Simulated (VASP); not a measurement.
The system is CdTe.

```
Cd Te
1.0
     0.00000    3.20500    3.20500
     3.20500    0.00000    3.20500
     3.20500    3.20500    0.00000
Cd Te
1 1
Direct
  0.00000 0.00000 0.00000
  0.25000 0.25000 0.25000
```

Program: VASP 6.6.1. Alike in all runs: task single point; potentials or basis VASP PAW PBE potentials, release 64 (Cd, Te); no spin polarisation; cell as given; cutoff (eV) 520; smearing fermi-dirac 0.02 eV.

Task: Order these runs on this cell by their band gap on the k mesh, lowest first.
A. level PBEsol; k mesh 6 × 6 × 6
B. level HSE06; k mesh 5 × 5 × 5; grid for exact exchange (PRECFOCK) Fast; screening parameter 0.2 1/A
C. level r2SCAN; k mesh 6 × 6 × 6

Result: A (0.76 eV), C (1.38 eV), B (1.68 eV).

Caveats: spin-orbit coupling is left out, which moves the levels of the heavy elements.
